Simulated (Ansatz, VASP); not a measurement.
Mg2H3: VASP beside Ansatz

```
Mg H
1.0
     2.95612    0.00000    0.00000
     0.00000    4.83454    2.56962
     0.00000   -4.83454    2.56962
Mg H
2 3
Direct
  0.50000 0.89711 0.57174
  0.50000 0.57174 0.89711
  0.00000 0.73501 0.73501
  0.87090 0.23464 0.23464
  0.12910 0.23464 0.23464
```

Alike in both runs: functional PBE; k mesh 4 × 6 × 6; occupations gaussian, width 0.1 eV; no spin polarisation.

Ansatz relaxed the structure, and its values are those at the end. VASP's run is a single point on that final structure, the one shown.

|  | VASP | Ansatz |
| --- | --- | --- |
| version | VASP 6.6.1 | Ansatz 0.2.0 |
| potentials or method | VASP PAW PBE potentials, release 64 (Mg, H) | scalar-relativistic, plane waves, PAW |
| plane-wave cutoff (eV) | 520 | 420 |
| valence electrons in the cell | 7 | 23 |

Ansatz gave:

* gap on the k mesh at the Fermi level (eV): none
* pressure (GPa): -0.1
* rms of the force components (eV/Å): 0.002

**Question.** What did VASP give for the same quantities?

**Answer.** gap on the k mesh at the Fermi level (eV): none; pressure (GPa): -0.2; rms of the force components (eV/Å): 0.003.

A gap of «none» marks a metal or a gap that the smearing closes. The two sets of potentials don't hold the same shells in valence.

Caveats: the k mesh is coarse (spacing up to 0.53 Å⁻¹), so the values aren't converged.
